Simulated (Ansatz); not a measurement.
**Screening in KI (Fm-3m)**

Aim: the electronic dielectric constant of KI (Fm-3m) by perturbation theory, a sum over states and the RPA step of G0W0.

Calculated with Ansatz 0.2.0; linear response on PBE, plane waves, PAW.

## Step 1: The starting structure

It takes space group Fm-3m (No. 225, cubic). Conventional cell: a = 7.066 Å, b = 7.066 Å, c = 7.066 Å, α = 90.00°, β = 90.00°, γ = 90.00°. K has 6 I at 3.53 Å nearest. Nearest to I lie 6 K at 3.53 Å. Farther neighbours and most contacts between anions are not listed.

The cell and positions come from the Crystallography Open Database and are kept as given unless a step says otherwise. Spin-orbit coupling is left out unless a step names it. The default PAW set here is soft_2. Its files were made with PBE.

## Step 2: Response to a homogeneous field

ε∞ sets how strongly the crystal screens. Perturbation theory gives it with local fields and without a sum over empty bands.

This step: dielectric response by perturbation theory, PBE, plane waves, PAW.

File input.yaml:

```yaml
crystal:
  lattice:
    - [0.0, 3.532775, 3.532775]
    - [3.532775, 0.0, 3.532775]
    - [3.532775, 3.532775, 0.0]
  atoms:
    - { symbol: K, position: [0.0, 0.0, 0.0] }
    - { symbol: I, position: [0.5, 0.5, 0.5] }
kpoints:
  mp_grid: { grid: [6, 6, 6] }
hamiltonian:
  xc: pbe
scf:
  occupations: { method: fixed }
dielectric: {}
```

On the command line:

```sh
$ ansatz run input.yaml --threads 3 --pin off --max-ram 92160MiB --backend cuda --events-out ev --progress --plain --runs-dir out --devices 1 --max-vram 13GiB
```

Numbers of over 12 decimals in the logs are rounded to 6 here.

The log of the run:

```text
GPUs: using 1 of 1 available (devices: 1).
Engine: ansatz 0.2.0, x86_64-unknown-linux-gnu
Pseudopotentials: kind: paw
Pseudopotential: K, paw, valence charge 9, recommended cutoff 420 eV (normal), K.paw.azcp
Pseudopotential: I, paw, valence charge 17, recommended cutoff 420 eV (normal), I.paw.azcp
Functional definition: PBE
  parameter kappa = 0.804
  parameter beta = 0.066725
  exchange = pbe_x(kappa = kappa, mu = beta*pi^2/3)
  correlation = pbe_c(beta = beta)
device memory: the entry about to start is reckoned to put 0.9 GiB on a device that reports 37.1 GiB free (of which the cap on the GPU budget leaves the run 13.0 GiB)
GPU FFT provider: cuFFT
GPU libraries: cuBLAS 13.8.2, cuFFT 12.4.0, cuSOLVER 12.3.4
Crystal: 2 atoms, lattice volume = 88.182 Å³
Basis set: ecut = 420 eV, 1759 PW (Γ), exchange–correlation on 72×72×72 points (8 copies of the dense FFT grid, shifted against one another)
Bands: 17, of which v1, the nominal top of the filled ones, is band 13 counted from 1 (12 counted from 0)
Symmetry: 48 space group operations
k-points: 30 of 216 (irreducible under 8 space group operations, time reversal used)
Non-local potential: K, projectors of the file, l = 0: 3, l = 1: 2, l = 2: 2
Non-local potential: I, projectors of the file, l = 0: 2, l = 1: 2, l = 2: 2, l = 3: 2
PAW form: soft (Blöchl's): semilocal exchange-correlation on the pseudo side does not see the compensation charge
PAW one-centre angular grid: K, 110 points (default); XC on 64 Gauss nodes
PAW one-centre angular grid: I, 590 points (default); XC on 64 Gauss nodes
Initial density: superposition of atomic densities (neutral atoms: chi_scale 0, normalization atom), corrected by the library's trained network
Initial wavefunctions: pseudopotential atomic-orbital guess
GPU buffer pool allocated for 46656 grid points (all kernels)
GPU transforms: local potential and band sums: pruned to the plane-wave sphere, on 36×36×36
Functional: x = pbe(κ = 0.804, μ = 0.219515), c = pbe(β = 0.066725)
SCF iter   1: F=—  HF=-9053.689954 eV  |F-HF|=—  |Δ(HF+E_count)|=         —  Δρ=1.97e-4  dr2=4.71e-5  ethr=1.77e-3  ⟨swp⟩=5.1  Hψ=2373  notcnv=0  defer=58
preconditioner: auto → none  [insulator: Δε(μ)=3.960 eV  Ē_g=13.748 eV  n_scr=14 (ndim 8)  ℏωp=14.8 eV  f_vac=0.139  ε∞_Penn≈2.2]
SCF iter   2: F=—  HF=-9053.689812 eV  |F-HF|=—  |Δ(HF+E_count)|=   1.43e-4  Δρ=8.73e-5  dr2=3.73e-6  ethr=1.81e-7  ⟨swp⟩=3.0  Hψ=1436  notcnv=0  defer=58
SCF iter   3: F=—  HF=-9053.689933 eV  |F-HF|=—  |Δ(HF+E_count)|=   1.22e-4  Δρ=4.03e-5  dr2=9.78e-7  ethr=1.44e-8  ⟨swp⟩=2.0  Hψ=904  notcnv=0  defer=58
SCF iter   4: F=—  HF=-9053.689942 eV  |F-HF|=—  |Δ(HF+E_count)|=   8.72e-6  Δρ=7.33e-6  dr2=2.61e-8  ethr=3.76e-9  ⟨swp⟩=3.0  Hψ=883  notcnv=0  defer=60
SCF iter   5: F=—  HF=-9053.689942 eV  |F-HF|=—  |Δ(HF+E_count)|=   4.30e-8  Δρ=3.12e-6  dr2=5.41e-9  ethr=1.01e-10  ⟨swp⟩=2.0  Hψ=900  notcnv=0  defer=60
SCF iter   6: F=—  HF=-9053.689942 eV  |F-HF|=—  |Δ(HF+E_count)|=  3.82e-10  Δρ=7.03e-7  dr2=1.89e-10  ethr=2.08e-11  ⟨swp⟩=2.0  Hψ=896  notcnv=0  defer=60
SCF iter   7: F=-9053.689942 eV  HF=-9053.689942 eV  |F-HF|=1.64e-11  |Δ(HF+E_count)|=  1.46e-10  Δρ=1.26e-7  dr2=7.53e-12  ethr=1.00e-12  ⟨swp⟩=7.8  Hψ=2604  notcnv=0
SCF 1 converged in 7 iterations: F = -9053.689942 eV  dr2 = 7.53e-12
  greatest PAW one-centre occupation: 0.999 electrons in one spin orbital (limit 2), on the I atom at site 1 (counted from 0), in its partial waves of l = 2
the response reads at least the filled bands of the reference SCF and the lowest empty band at each k-point, and that SCF's band table does not vouch for those bands. The notice of the band table in this run's record says why
device memory: the entry about to start is reckoned to put 0.4 GiB on a device that reports 37.8 GiB free (of which the cap on the GPU budget leaves the run 13.0 GiB)
NSCF: frozen V_eff on 1 k-points
device memory: the entry about to start is reckoned to put 0.4 GiB on a device that reports 37.9 GiB free (of which the cap on the GPU budget leaves the run 13.0 GiB)
NSCF: frozen V_eff on 1 k-points
device memory: the entry about to start is reckoned to put 0.1 GiB on a device that reports 37.9 GiB free (of which the cap on the GPU budget leaves the run 13.0 GiB)
device memory: the entry about to start is reckoned to put 0.9 GiB on a device that reports 37.9 GiB free (of which the cap on the GPU budget leaves the run 13.0 GiB)
DFPT response loops at Γ: preconditioner auto → none (the input reference at scf.mixing.eps_inf says where Resta's filter doesn't serve); β = 0.50; Broyden in place of MSR1
── the response to a field inside a basis, on 6×6×6 k-points: an SCF that follows is theirs, and a resumed run solves both again ──
device memory: the entry about to start is reckoned to put 0.2 GiB on a device that reports 30.9 GiB free (of which the cap on the GPU budget leaves the run 13.0 GiB)
GPU FFT provider: cuFFT
GPU libraries: cuBLAS 13.8.2, cuFFT 12.4.0, cuSOLVER 12.3.4
Bands: 14, of which v1, the nominal top of the filled ones, is band 13 counted from 1 (12 counted from 0)
k-points: 28 of 216 (irreducible under 12 space group operations)
Initial density: handed on by an earlier stage of this run
Initial wavefunctions: pseudopotential atomic-orbital guess (no wavefunctions were taken with the density)
GPU buffer pool allocated for 46656 grid points (all kernels)
GPU transforms: band sums: pruned to the plane-wave sphere, on 36×36×36
Eigensolver: Dense (28 Hₖ)
SCF iter   1: F=—  HF=-9053.688209 eV  |F-HF|=—  |Δ(HF+E_count)|=         —  Δρ=5.40e-5  dr2=4.56e-7  ethr=1.00e-1
preconditioner: auto → none  [insulator: Δε(μ)=4.172 eV  Ē_g=12.483 eV  n_scr=14 (ndim 8)  ℏωp=14.8 eV  f_vac=0.136  ε∞_Penn≈2.4]
SCF iter   2: F=—  HF=-9053.688210 eV  |F-HF|=—  |Δ(HF+E_count)|=   9.97e-7  Δρ=2.57e-5  dr2=1.16e-7  ethr=1.75e-9
SCF iter   3: F=-9053.688210 eV  HF=-9053.688210 eV  |F-HF|=2.75e-9  |Δ(HF+E_count)|=   4.16e-7  Δρ=4.46e-6  dr2=1.28e-8  ethr=4.45e-10
SCF 1 converged in 3 iterations: F = -9053.688210 eV  dr2 = 1.28e-8
device memory: the entry about to start is reckoned to put 0.1 GiB on a device that reports 31.0 GiB free (of which the cap on the GPU budget leaves the run 13.0 GiB)
device memory: the entry about to start is reckoned to put 1.6 GiB on a device that reports 31.6 GiB free (of which the cap on the GPU budget leaves the run 12.9 GiB)
DFPT response loops at Γ: mixed as the last ones told, above
SCF converged after 7 iterations
Free energy (F): -9053.689942 eV
Harris-Foulkes:  -9053.689942 eV  (|F-HF|=1.64e-11)
Internal energy: -9053.689942 eV  (E = F + TS)
E sigma→0 (E₀):  -9053.689942 eV
Fermi energy:    2.266727 eV
--- Per-component energies (eV) ---
  E_band       = -521.547788
  E_kinetic    = 443.092251
  E_local      = -2830.524364  (includes V_loc(G=0)·N_el)
  E_nonlocal   = -77.391539
  E_hartree    = 1342.092457
  E_xc         = -263.476193
  E_vxc        = -293.790760  (∫ρ·V_xc dr)
  E_paw        = -5599.050190  (= ΣΔE_a)
  E_vpaw       = -447.118112  (= ΣTr[D̂ρ^β])
  E_aug_tail   = -0.000007  (compensation charges beyond the density's cutoff)
  E_ewald      = -2068.432357
  E_smearing   = -0.000000  (= −TS)
  E_closure    = -0.000000  (closes the sum)
  Σ components = -9053.689942   (vs F -9053.689942, Δ=0.00e0)
--- Band table (eV; the first three rows and the last of 30) ---
  k-point 0: bands = [... 9 lower, -8.2351, 2.2667, 2.2667, 2.2667, 6.2336, 8.7737, 8.7737, 8.7737]
  k-point 1: bands = [... 9 lower, -8.1626, 1.8495, 2.1763, 2.1763, 6.8564, 8.6929, 9.0642, 9.0642]
  k-point 2: bands = [... 9 lower, -8.0244, 1.2130, 2.0088, 2.0088, 7.6207, 9.2921, 9.7694, 9.7694]
  k-point 29: bands = [... 9 lower, -8.0482, 1.3977, 1.7059, 1.7239, 7.9401, 8.6670, 9.6795, 10.5848]
--- Dielectric response (ions clamped): 3 representative field directions + reference, inside a basis on a mesh of 216 k-points (Σ response iterations 15) ---
  ε∞ (high-frequency dielectric tensor):
        2.873531    -0.000000     0.000000
       -0.000000     2.873531    -0.000000
        0.000000    -0.000000     2.873531
  Born effective charges Z* (e; rows j = field, columns β = displacement):
    site 0:
         1.14196   -0.00000   -0.00000
         0.00000    1.14196    0.00000
         0.00000    0.00000    1.14196
    site 1:
        -1.14196    0.00000    0.00000
        -0.00000   -1.14196   -0.00000
        -0.00000   -0.00000   -1.14196
  Z* charge neutrality: 2.388e-4 e pre-enforcement
  solved inside a basis spanned on kpoints, on 6×6×6 k-points, its susceptibility summed on 10×10×10: ε∞ is read to err by 6.0e-3, Z* by 1.8e-2 e (field_mesh: kpoints solves on kpoints); Z* is corrected for what the basis lacks
```

Wall time 22 s (1 × NVIDIA H100 80GB HBM3 (shared by 6 runs) with 3 threads of AMD EPYC 7R13 (Zen 3), shared host); peak memory 1.2 GiB; 22 s of CPU time.

Numbers from this step:

```
stated error of ε∞ : 0.006
```

One over ε∞ averages 0.35, above the quarter of exact exchange in PBE0, which should therefore fall short.

High-frequency dielectric tensor:

```
2.87 0.00 0.00
0.00 2.87 0.00
0.00 0.00 2.87
```

Born effective charge (e), principal values of the symmetric part by kind of site:

```tsv
atom	atoms with these values	low	middle	high	mean
K1	1	1.14	1.14	1.14	1.14
I2	1	-1.14	-1.14	-1.14	-1.14
```

In full for I2:

```
-1.14  0.00  0.00
 0.00 -1.14  0.00
 0.00  0.00 -1.14
```

## Step 3: Independent-particle spectrum

The independent-particle spectrum shows where the oscillator strength lies, before excitons and local fields.

This step: independent-particle optics on PBE, plane waves, PAW.

input.yaml, as its differences from that of step 2:

```diff
@@ -14,2 +14,4 @@
   occupations: { method: fixed }
-dielectric: {}
+  n_extra_bands: 60
+output:
+  optics: { e_range: [0, 25], de: 0.1, sigma: 0.2 }
```

The log of the run:

```text
[...]
GPUs: using 1 of 1 available (devices: 1).
[...]
GPU FFT provider: cuFFT
GPU libraries: cuBLAS 13.8.2, cuFFT 12.4.0, cuSOLVER 12.3.4
Crystal: 2 atoms, lattice volume = 88.182 Å³
Basis set: ecut = 420 eV, 1759 PW (Γ)
Bands: 73, of which v1, the nominal top of the filled ones, is band 13 counted from 1 (12 counted from 0)
[... 1 set-up line as in the run before ...]
[...]
k-points: 16 of 216
[...]
GPU buffer pool allocated for 46656 grid points (all kernels)
[...]
SCF iter   1: F=—  HF=-9053.689795 eV  |F-HF|=—  |Δ(HF+E_count)|=         —  Δρ=1.69e-4  dr2=1.56e-5  ethr=1.77e-3  ⟨swp⟩=4.9  Hψ=4130  notcnv=0  defer=918
[...]
SCF iter  10: F=-9053.689942 eV  HF=-9053.689942 eV  |F-HF|=5.46e-12  |Δ(HF+E_count)|=  1.76e-10  Δρ=3.56e-9  dr2=6.38e-15  ethr=1.00e-12  ⟨swp⟩=2.0  Hψ=1731  notcnv=0
SCF 1 converged in 10 iterations: F = -9053.689942 eV  dr2 = 6.38e-15
[...]
Optics k sum: 0 of 16 k-points
Optics k sum: 1 of 16 k-points
[...]
Optics k sum: 16 of 16 k-points
[...]
SCF converged after 10 iterations
Free energy (F): -9053.689942 eV
[...]
Internal energy: -9053.689942 eV  (E = F + TS)
E sigma→0 (E₀):  -9053.689942 eV
Fermi energy:    2.266729 eV
[...]
--- Band table (eV; the first three rows and the last of 16) ---
  k-point 0: bands = [... 9 lower, -8.2351, 2.2667, 2.2667, 2.2667, 6.2336, 8.7736, 8.7736, 8.7736, ... 56 higher]
  k-point 1: bands = [... 9 lower, -8.1626, 1.8495, 2.1763, 2.1763, 6.8564, 8.6929, 9.0642, 9.0642, ... 56 higher]
  k-point 2: bands = [... 9 lower, -8.0244, 1.2130, 2.0088, 2.0088, 7.6207, 9.2921, 9.7694, 9.7694, ... 56 higher]
  k-point 15: bands = [... 9 lower, -8.0482, 1.3977, 1.7059, 1.7239, 7.9401, 8.6670, 9.6795, 10.5848, ... 56 higher]
```

Elapsed: 13 s, on 1 × NVIDIA H100 80GB HBM3 (shared by 6 runs) with 3 threads; peak memory 1.2 GiB.

Numbers from this step:

| Quantity | Value |
| --- | --- |
| ε∞ without local fields (xx, yy, zz) | 3.240, 3.240, 3.240 |
| electrons in the f-sum (xx, yy, zz) | 22.94, 22.94, 22.94 |
| bands in the explicit sum (the static value is completed to all bands) | 73 |

The sum gives ε∞ = 3.24 without local fields.

The ε₂, xx=yy=zz has structure finer than the step of the table below, so its rows give means over 1 eV, whole bins alone (the curve runs from 0 to 25 eV). Peaks (eV: height): 6.1: 6.52, 7.7: 6.28, 10.9: 1.28, 13.0: 1.65, 20.6: 1.62, 22.0: 2.04.

Independent particles, no local fields, Gaussian width 0.2 eV. The ε₂, xx=yy=zz by photon energy; means over each step:

```tsv
photon energy (eV)	ε₂, xx=yy=zz
3	0
4	0.250
5	1.35
6	5.58
7	4.08
8	4.71
9	2.77
10	0.685
11	0.901
12	0.642
13	1.42
14	0.538
15	0.300
16	0.304
17	0.312
18	0.568
19	0.754
20	1.07
21	0.981
22	1.34
23	0.461
24	0.381
```

The loss function, xx=yy=zz has structure finer than the step of the table below, so its rows give means over 0.5 eV, whole bins alone (the curve runs from 0 to 25 eV). Peaks (eV: height): 10.20: 2.10, 11.40: 1.62, 14.30: 1.92, 21.10: 1.24, 23.20: 4.60, 24.80: 1.88.

Independent particles, no local fields, Gaussian width 0.2 eV. Table of loss function, xx=yy=zz by photon energy; means over each step:

```tsv
photon energy (eV)	loss function, xx=yy=zz
3.5	1.3e-4
4.0	0.00912
4.5	0.0258
5.0	0.0319
5.5	0.0535
6.0	0.104
6.5	0.184
7.0	0.203
7.5	0.155
8.0	0.212
8.5	0.285
9.0	0.287
9.5	0.365
10.0	1.21
10.5	1.18
11.0	0.937
11.5	1.38
12.0	0.447
12.5	0.454
13.0	0.587
13.5	1.15
14.0	1.66
14.5	1.42
15.0	0.604
15.5	0.575
16.0	0.464
16.5	0.298
17.0	0.229
17.5	0.286
18.0	0.348
18.5	0.347
19.0	0.369
19.5	0.426
20.0	0.372
20.5	0.493
21.0	0.999
21.5	0.544
22.0	0.465
22.5	0.885
23.0	2.65
23.5	1.81
24.0	0.956
24.5	1.59
```

Independent particles, no local fields, Gaussian width 0.2 eV. Table of ε₁, xx=yy=zz by photon energy:

photon energy (eV), ε₁, xx=yy=zz and a bar from the least value:
```
        0       3.23 ###################
        1       3.28 ###################
        2       3.43 ####################
        3       3.75 #####################
        4       4.68 #########################
        5       5.74 ##############################
        6       4.60 #########################
        7       2.18 ###############
        8      -1.09 #
        9      -1.26 
       10      -0.46 ###
       11       0.05 ######
       12       1.03 ##########
       13       0.46 #######
       14       0.19 ######
       15       0.66 ########
       16       0.75 #########
       17       1.09 ##########
       18       1.14 ##########
       19       1.20 ###########
       20       1.34 ###########
       21       0.18 ######
       22       0.69 ########
       23      -0.15 #####
       24       0.53 ########
       25       0.29 #######
```

## Step 4: RPA screening from the G0W0 run

G0W0 replaces the xc potential by the self-energy, built once from these orbitals. Only a window of levels is corrected, while the sums run over the empty bands that the input names.

This step: G0W0 on PBE, plane waves, PAW.

input.yaml, the sections that differ from step 3:

```yaml
kpoints:
  mp_grid: { grid: [4, 4, 4] }
scf:
  occupations: { method: fixed }
gw:
  n_empty_bands: 566
  ecut_chi: 200.0
  qp_bands: [v2, c2]
  qp_kpoints: band_edges
  screening: { model: contour_deformation }
# crystal, hamiltonian: as in step 3
# output: removed
```

The log of the run:

```text
GPUs: using 1 of 1 available (devices: 1).
[...]
GPU FFT provider: cuFFT
GPU libraries: cuBLAS 13.8.2, cuFFT 12.4.0, cuSOLVER 12.3.4
Crystal: 2 atoms, lattice volume = 88.182 Å³
Basis set: ecut = 420 eV, 1759 PW (Γ)
Bands: 17, of which v1, the nominal top of the filled ones, is band 13 counted from 1 (12 counted from 0)
[... 1 set-up line as in the run before ...]
[...]
k-points: 8 of 64
[...]
1    15      8.8465    -4.3116    -3.3993    -8.4588  0.8299     9.6018     9.5944  root
[...]
7    12      1.5417   -16.3903     1.5922   -12.9402  0.7948    -0.3778    -0.3163  root
     7    13      1.6690   -16.4223     1.5188   -13.0755  0.7953    -0.2169    -0.1590  root
     7    14      8.7387    -4.0658    -3.3325    -8.1132  0.8310     9.4603     9.4536  root
     7    15      8.7387    -4.0658    -3.3325    -8.1132  0.8310     9.4603     9.4536  root
[key lines of the parts left out:]
SCF converged after 6 iterations
Free energy (F): -9053.689078 eV
Fermi energy:    2.267639 eV
```

It took 26 s on 1 × NVIDIA H100 80GB HBM3 (shared by 6 runs) with 3 threads; peak memory 1.6 GiB; 26 s of CPU time.

Numbers from this step:

| Item | Value |
| --- | --- |
| bands summed | 579 |
| RPA ε∞ on this mesh (eigenvalues) | 2.638, 2.638, 2.638 |
| plane waves in the screening matrix | 537 |
| G0W0 gap on the mesh | 6.147 eV |
| k of the valence top | 0, 0, 0 |
| k of the conduction bottom | 0, 0, 0 |
| starting gap on the mesh | 3.967 eV |
| least direct G0W0 gap on the computed points | 6.147 eV |

The gap on the mesh goes from 3.97 eV to 6.15 eV, a correction of +2.18 eV. Between the two edge states, bare exchange in place of the xc potential would open the gap by 6.67 eV, and correlation takes back 4.49 eV.

Mean over the mesh in bins of 0.25 1/Å. The static inverse dielectric function, diagonal by length of q+G:

```tsv
length of q+G (Å⁻¹)	static inverse dielectric function, diagonal
0.41	0.419
0.71	0.472
1.01	0.533
1.27	0.600
1.52	0.658
1.74	0.709
2.00	0.761
2.25	0.800
2.51	0.831
2.75	0.857
2.99	0.879
3.25	0.899
3.51	0.916
3.76	0.929
4.01	0.941
4.25	0.950
4.50	0.957
4.75	0.964
5.01	0.969
5.26	0.974
5.50	0.977
5.75	0.981
6.01	0.984
6.26	0.986
6.50	0.988
6.75	0.990
7.00	0.992
7.18	0.993
```

## Step 5: The values together

Times are wall times on 1 × NVIDIA H100 80GB HBM3 (shared by 6 runs) with 3 threads of AMD EPYC 7R13 (Zen 3), shared host, good to a factor of about two.

```tsv
method	mesh	ε∞, low	middle	high	mean	time
perturbation theory (local fields and xc kernel)	6×6×6 (response on 216 points)	2.87	2.87	2.87	2.87	22 s
sum over states (no local fields)	6×6×6	3.24	3.24	3.24	3.24	13 s
RPA with local fields, on the GW mesh	4×4×4	2.64	2.64	2.64	2.64	26 s
```

## Step 6: Outcome

* perturbation theory (local fields and xc kernel): 2.87, 2.87, 2.87
* sum over states (no local fields): 3.24, 3.24, 3.24
* RPA with local fields, on the GW mesh: 2.64, 2.64, 2.64

In words: Mean Born effective charge: K1 1.14, I2 -1.14 e. The most distinct maxima of the ε₂, xx=yy=zz lie at 6.1, 7.7, 13.0, 20.6 and 22.0 eV, the highest at 6.1 eV. Distinct peaks of the loss function, xx=yy=zz stand at 10.2, 11.4, 14.3, 23.2 and 24.8 eV; the one at 23.2 eV is strongest. The sum without local fields gives 3.24 in the mean against 2.87 by perturbation theory; local fields lower ε∞ and the xc kernel gives part of it back, though the sum also carries the error of its own mesh. The RPA values on the 4×4×4 mesh average 0.92 times those of perturbation theory (means 2.64 and 2.87). Without the xc kernel RPA should lie a little lower, as the mean does. PBE usually puts the gap too low, which tends to raise ε∞. Ions are clamped, so the lattice part of the static constant is not in these numbers.

[Paths, hosts, dates, memory and timing lines, banners, echoed tables and standing remarks are left out of the program output.]

[Logs are printed without paths, hosts, clocks, repeated set-up lines and the standing remarks that a program may print on its own settings, such as how far it seeks lower states.]

[Runs of the session that timed out or met a known fault of the program may be left out.]

[Cells called generated may have been cut or substituted from an entry of the Crystallography Open Database or the Materials Project.]

[Hosts, paths, dates, database ids (printed as entryN), source tags and the programs' standing remarks are cut or masked in the printed files.]
